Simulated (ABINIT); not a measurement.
**Pt: single point with PBEsol**

Crystal: Pt.

```
CELL_PARAMETERS angstrom
2.76067 0.00000 0.00000
-1.38033 2.39081 0.00000
0.00000 0.00000 4.79213
ATOMIC_POSITIONS crystal
Pt 0.33333 0.66667 0.25000
Pt 0.66667 0.33333 0.75000
```

This isn't the form of Pt at room conditions, which is fcc.

```json
{"Program": "ABINIT 10.8.3 (patched build)", "Task": "single point", "Functional": "PBEsol", "Potentials or basis": "PseudoDojo NC SR PBEsol v0.4.1 standard", "Cutoff": "1143 eV", "k mesh": "11 × 11 × 6", "Occupations": "fermi-dirac, width 0.05 eV", "Spin": "no spin polarisation"}
```

```json
{
 "Pressure": "-11.1 GPa",
 "Band gap on the k mesh": "none (metal or under the smearing width)",
 "Valence electrons inside the program's atomic spheres": "Pt 14.46 (radii [1.0584] Å)"
}
```

Stress tensor (GPa, compression positive):
```
-10.78   0.00   0.00
  0.00 -10.78   0.00
  0.00   0.00 -11.86
```

Levels at points of the mesh, in eV from the Fermi level:
```
           k point  band 15  band 16  band 17  band 18  band 19  band 20  band 21  band 22
(0.00, 0.00, 0.00)    -3.05    -1.79    -1.79    -0.80    -0.21    -0.21     4.62    15.04
(0.00, 0.00, 0.50)    -3.41    -3.41    -0.78    -0.78    -0.78    -0.78    11.84    11.84
```

Run time: 67 s on 1 thread of Intel(R) Xeon(R) 6975P-C (Granite Rapids), with other jobs on the host, peak memory 0.12 GiB.

The run has no spin-orbit coupling, so splittings on Pt are missing.
